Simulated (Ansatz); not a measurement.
**TiO₂, before and after**

A trial structure of TiO₂ was built thus: random cell by space group and Wyckoff sites (P-6m2, No. 187). Lengths were set from tabulated atomic sizes, so they are only a guess.

start.cif

```cif
data_structure
_symmetry_space_group_name_H-M 'P-6m2'
_symmetry_Int_Tables_number 187
_cell_length_a 3.0118
_cell_length_b 3.0118
_cell_length_c 4.5973
_cell_angle_alpha 90.000
_cell_angle_beta 90.000
_cell_angle_gamma 120.000
_cell_volume 36.12
loop_
_atom_site_label
_atom_site_type_symbol
_atom_site_symmetry_multiplicity
_atom_site_Wyckoff_symbol
_atom_site_fract_x
_atom_site_fract_y
_atom_site_fract_z
_atom_site_occupancy
Ti1 Ti 1 a 0.00000 0.00000 0.00000 1
O1 O 2 h 0.33333 0.66667 0.33938 1
```

Level of theory: DFT PBE, scalar-relativistic, plane waves, PAW (Ansatz 0.2.0). Cutoff 420 eV, Gaussian smearing, Γ-centred meshes. Cell and atoms relax first on a coarse mesh and then on a converged one. In between, the cell is made exact in the group found at 0.06 Å. The steps can't lower the symmetry of their start. Collinear spin, starting moments Ti 1.0 μB; they died out on the coarse mesh, so the last step has no spin.

end.cif

```cif
data_structure
_symmetry_space_group_name_H-M 'P-6m2'
_symmetry_Int_Tables_number 187
_cell_length_a 2.8821
_cell_length_b 2.8821
_cell_length_c 6.0207
_cell_angle_alpha 90.000
_cell_angle_beta 90.000
_cell_angle_gamma 120.000
_cell_volume 43.31
loop_
_atom_site_label
_atom_site_type_symbol
_atom_site_symmetry_multiplicity
_atom_site_Wyckoff_symbol
_atom_site_fract_x
_atom_site_fract_y
_atom_site_fract_z
_atom_site_occupancy
Ti1 Ti 1 a 0.00000 0.00000 0.00000 1
O1 O 2 h 0.33333 0.66667 0.18711 1
```

The symmetry stays P-6m2 (No. 187). The volume per atom grows by 19.9 %, from 12.0 to 14.4 Å³. The shortest distance goes from 1.48 Å (O–O) to 2.01 Å (Ti–O). The ratio c/a of the conventional cell changes by a factor of 1.37. The energy falls by about 1.3 eV/atom (the start's value is from the coarse mesh). The end is written in a standard setting, so origin, axes and order of atoms can differ from the start's.

```yaml
Volume_per_atom: 14.4 Å³
Density: 3.1 g/cm³
Energy_over_the_elements: −2.452 eV/atom
Gap_on_the_12×12×6_mesh_of_the_3-atom_cell: 1.10 eV
```

Energies over the elements count from the elements' standard structures at the same level (O₂ as a molecule), with no fitted energy shifts.

The last run used Gaussian smearing of 0.02 eV. Weakly bound directions are ill-defined at this level, which has no dispersion term. A structure relaxed within its symmetry needn't be a true minimum. In all, the 3 runs took 2.2 min on 1 thread of Intel(R) Xeon(R) Platinum 8488C (Sapphire Rapids) (shared host). Another cell of TiO2 relaxed alike, in I4_1/amd (a cell as deposited in COD), lies 0.60 eV/atom lower, so this cell isn't the stable form at this level.
